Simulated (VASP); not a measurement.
Here is the system:

```
ZnTe
1.0
    0.00000     3.08845     3.08845
    3.08845     0.00000     3.08845
    3.08845     3.08845     0.00000
Zn Te
1 1
Direct
  0.00000   0.00000   0.00000
  0.25000   0.25000   0.25000
```

These are PBE GGA, VASP's PBE PAW potentials (set 64) (plane waves; VASP) values and carry that method's errors. Numerical set-up: 350 eV cut-off, Gaussian smearing of 0.050 eV, potentials Zn Te.

Unless said otherwise, spin-orbit coupling is left out, though it shifts the bands of the heavy elements here.

Task: Give the energies of bands 2 to 12 at the high-symmetry points, in eV from the valence-band maximum.

Result: 
```csv
band,Γ,X,U,L,W
2,-6.77,-6.70,-6.70,-6.72,-6.69
3,-6.77,-6.63,-6.66,-6.72,-6.66
4,-6.77,-6.63,-6.60,-6.55,-6.58
5,-6.56,-6.54,-6.55,-6.55,-6.57
6,-6.56,-6.37,-6.33,-6.42,-6.30
7,0.00,-4.82,-4.70,-4.94,-4.68
8,0.00,-2.04,-2.89,-0.84,-2.67
9,0.00,-2.04,-1.70,-0.84,-2.44
10,1.08,2.29,2.70,1.73,4.38
11,4.42,2.49,4.69,5.07,4.87
12,4.42,9.57,7.61,5.07,5.74
```

The gap is direct, 1.08 eV, from the valence maximum at Γ to the conduction minimum at Γ.

Measured: gap 2.43 eV (computed value off by -1.35 eV), as given by Anna Miglio et al., npj Computational Materials (2020), arXiv:2011.12765 [zero-point renormalisation of 40 meV (experimental, the table's column) added back].

The compound is ZnTe in the zinc blende structure. It was relaxed first.
